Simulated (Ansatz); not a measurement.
Input, command and steps of an Ansatz relaxation.

```yaml
crystal:
  lattice:
    - [4.2680494558, 0.0, 0.0]
    - [-2.1340247279, 3.6962392534, 0.0]
    - [0.0, 0.0, 35.0635161291]
  atoms:
    - { symbol: Sr, position: [0.0, 0.0, 0.0] }
    - { symbol: Sr, position: [0.3333333333, 0.6666666667, 0.1] }
    - { symbol: Sr, position: [0.6666666667, 0.3333333333, 0.2] }
    - { symbol: Sr, position: [0.0, 0.0, 0.3] }
    - { symbol: Sr, position: [0.6666666667, 0.3333333333, 0.4] }
    - { symbol: Sr, position: [0.0, 0.0, 0.5] }
    - { symbol: Sr, position: [0.3333333333, 0.6666666667, 0.6] }
    - { symbol: Sr, position: [0.6666666667, 0.3333333333, 0.7] }
    - { symbol: Sr, position: [0.0, 0.0, 0.8] }
    - { symbol: Sr, position: [0.3333333333, 0.6666666667, 0.9] }
basis:
  ecutwfc: 420
kpoints:
  mp_grid: { grid: [12, 12, 2] }
hamiltonian:
  xc: pbe
scf:
  occupations: { method: gaussian, width: 0.1 }
output:
  forces: true
  stress: true
  eigenvalues: true
  populations: true
  write_density: true
  write_potential: true
  elf: true
  volumetric_format: npy
relax:
  adjacent_minimum: "off"
  f_tol: 0.01
  max_steps: 45
  cell: { stress_tol: 0.05 }
```

```bash
ansatz run input.yaml --threads 1 --pin off --max-ram 2560MiB --backend cpu --events-out ev --progress --plain --runs-dir out
```

All numbers below come from DFT PBE, scalar-relativistic, plane waves, PAW (Ansatz).

Of 4 frames 4 are shown, positions in Å and forces in eV/Å; the SCF threshold varies from step to step. Steps run on the plane waves of an earlier cell, with a Pulay correction in the pressure. The basis is chosen afresh for the last frame, the zero of the energies, and can be on the way; energy and pressure step there, also at an unchanged geometry.

```xyz
10
Lattice="4.2680 0.0000 0.0000 -2.1340 3.6962 0.0000 0.0000 0.0000 35.0635" Properties=species:S:1:pos:R:3:forces:R:3 pbc="T T T" step=1 free_energy_over_end_meV_per_atom=0.18 pressure_GPa=-0.08
Sr    0.0000    0.0000    0.0000    0.0000    0.0000    0.0100
Sr    0.0000    2.4642    3.5064    0.0000    0.0000    0.0080
Sr    2.1340    1.2321    7.0127    0.0000    0.0000   -0.0080
Sr    0.0000    0.0000   10.5191    0.0000    0.0000   -0.0100
Sr    2.1340    1.2321   14.0254    0.0000    0.0000    0.0100
Sr    0.0000    0.0000   17.5318    0.0000    0.0000    0.0080
Sr    0.0000    2.4642   21.0381    0.0000    0.0000    0.0000
Sr    2.1340    1.2321   24.5445    0.0000    0.0000    0.0000
Sr    0.0000    0.0000   28.0508    0.0000    0.0000   -0.0080
Sr    0.0000    2.4642   31.5572    0.0000    0.0000   -0.0100
10
Lattice="4.2668 0.0000 0.0000 -2.1334 3.6951 0.0000 0.0000 0.0000 34.9916" Properties=species:S:1:pos:R:3:forces:R:3 pbc="T T T" step=2 free_energy_over_end_meV_per_atom=0.06 pressure_GPa=-0.05
Sr    0.0000    0.0000    0.0023    0.0000    0.0000    0.0050
Sr    0.0000    2.4634    3.5020    0.0000    0.0000    0.0040
Sr    2.1334    1.2317    6.9955    0.0000    0.0000   -0.0040
Sr    0.0000    0.0000   10.4952    0.0000    0.0000   -0.0050
Sr    2.1334    1.2317   14.0028    0.0000    0.0000    0.0050
Sr    0.0000    0.0000   17.5029    0.0000    0.0000    0.0040
Sr    0.0000    2.4634   20.9973    0.0000    0.0000    0.0000
Sr    2.1334    1.2317   24.4917    0.0000    0.0000    0.0000
Sr    0.0000    0.0000   27.9861    0.0000    0.0000   -0.0040
Sr    0.0000    2.4634   31.4863    0.0000    0.0000   -0.0050
10
Lattice="4.2653 0.0000 0.0000 -2.1326 3.6938 0.0000 0.0000 0.0000 34.8615" Properties=species:S:1:pos:R:3:forces:R:3 pbc="T T T" step=3 free_energy_over_end_meV_per_atom=0.00 pressure_GPa=0.01
Sr    0.0000    0.0000    0.0020    0.0000    0.0000    0.0020
Sr    0.0000    2.4625    3.4901    0.0000    0.0000    0.0010
Sr    2.1326    1.2313    6.9683    0.0000    0.0000   -0.0010
Sr    0.0000    0.0000   10.4565    0.0000    0.0000   -0.0020
Sr    2.1326    1.2313   13.9571    0.0000    0.0000    0.0010
Sr    0.0000    0.0000   17.4443    0.0000    0.0000    0.0010
Sr    0.0000    2.4625   20.9214    0.0000    0.0000    0.0000
Sr    2.1326    1.2313   24.3985    0.0000    0.0000    0.0000
Sr    0.0000    0.0000   27.8756    0.0000    0.0000   -0.0010
Sr    0.0000    2.4625   31.3628    0.0000    0.0000   -0.0010
10
Lattice="4.2653 0.0000 0.0000 -2.1326 3.6938 0.0000 0.0000 0.0000 34.8615" Properties=species:S:1:pos:R:3:forces:R:3 pbc="T T T" step=4 free_energy_over_end_meV_per_atom=0.00 pressure_GPa=0.01
Sr    0.0000    0.0000    0.0020    0.0000    0.0000    0.0020
Sr    0.0000    2.4625    3.4901    0.0000    0.0000    0.0010
Sr    2.1326    1.2313    6.9683    0.0000    0.0000   -0.0010
Sr    0.0000    0.0000   10.4565    0.0000    0.0000   -0.0020
Sr    2.1326    1.2313   13.9571    0.0000    0.0000    0.0010
Sr    0.0000    0.0000   17.4443    0.0000    0.0000    0.0010
Sr    0.0000    2.4625   20.9214    0.0000    0.0000    0.0000
Sr    2.1326    1.2313   24.3985    0.0000    0.0000    0.0000
Sr    0.0000    0.0000   27.8756    0.0000    0.0000   -0.0010
Sr    0.0000    2.4625   31.3628    0.0000    0.0000   -0.0010
```

Time: 6.9 min on 1 thread of Intel(R) Xeon(R) Platinum 8259CL CPU @ 2.50GHz (Skylake/Cascade Lake), on a shared host, peak memory 1.3 GiB.